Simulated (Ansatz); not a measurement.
## Moving the share of exact exchange in KCl

The structure is cubic, space group Fm-3m (No. 225). Conventional cell: a = 6.293 Å, b = 6.293 Å, c = 6.293 Å, α = 90.00°, β = 90.00°, γ = 90.00°. K (site symmetry m-3m) has 6 Cl at 3.15 Å as nearest neighbours. Cl (site symmetry m-3m) is surrounded by 6 K at 3.15 Å.

Kept alike: task single point; functional HSE06 form with a typed share of exact exchange; k mesh 4 × 4 × 4; occupations fermi-dirac, width 0.05 eV; no spin polarisation. Program: Ansatz, Ansatz PAW, cutoff 420 eV. Screening held at 0.2 Å⁻¹. The mesh is that of the run's cell of 2 atoms. No spin-orbit coupling.

```csv
"share of exact exchange, α",band gap (eV),pressure (GPa)
0.05,5.452,0.70
0.1,5.717,0.64
0.15,?,?
0.2,6.253,0.51
0.25,6.523,0.45
0.3,6.794,0.39
0.4,7.341,0.26
0.5,7.893,0.13
```

The k mesh is coarse, so the values aren't converged. Pressure is positive in compression, with a Pulay correction for the finite cutoff. The exact exchange is short-ranged, of HSE form. A gap read on the mesh alone can miss an edge between its points. All rows use potentials made for PBE. The mesh is thin for exact exchange.

Fit the rows shown and predict the run at 0.15.

A least-squares line through the rows shown is band gap = 5.4233 α + 5.173 (largest miss 0.0083); at α = 0.15 it gives 5.986 eV. A least-squares line through the rows shown is pressure = -1.265 α + 0.765 (largest miss 0.004); at α = 0.15 it gives 0.58 GPa. The run gave: band gap 5.984 eV; pressure 0.58 GPa.
